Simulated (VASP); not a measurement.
**MgS: single point with LDA**

Crystal: MgS.

```xyz
2
Lattice="0.0000 2.8331 2.8331 2.8331 0.0000 2.8331 2.8331 2.8331 0.0000" Properties=species:S:1:pos:R:3 pbc="T T T"
S     1.4166    1.4166    1.4166
Mg    0.0000    0.0000    0.0000
```

The cell comes from a database or a generator and needn't be the stable form of this composition.

```yaml
Program: VASP 6.6.1
Task: single point
Functional: LDA
Potentials_or_basis: VASP PAW LDA potentials, release 64 (S, Mg)
Cutoff: 900 eV
k_mesh: 12 × 12 × 12
Occupations: gaussian, width 0.02 eV
Spin: no spin polarisation
```

```json
{
  "Pressure": "-2.5 GPa",
  "Band gap on the k mesh": "3.18 eV, direct"
}
```

Levels at points of the mesh, in eV from the valence-band top:
```tsv
k point	band 1	band 2	band 3	band 4	band 5	band 6	band 7	band 8
(0.00, 0.00, 0.00)	-11.23	0.00	0.00	0.00	3.18	7.76	7.76	7.76
(0.50, 0.00, 0.00)	-10.53	-3.20	-0.33	-0.33	4.86	7.46	7.46	8.36
(0.50, 0.50, 0.00)	-10.31	-2.88	-1.06	-1.06	3.66	5.43	10.86	11.99
```

Wall time 51 s on 1 thread of Intel(R) Xeon(R) Platinum 8559C (Emerald Rapids) (shared host), peak memory 0.23 GiB.

A k mesh can miss the band edges.
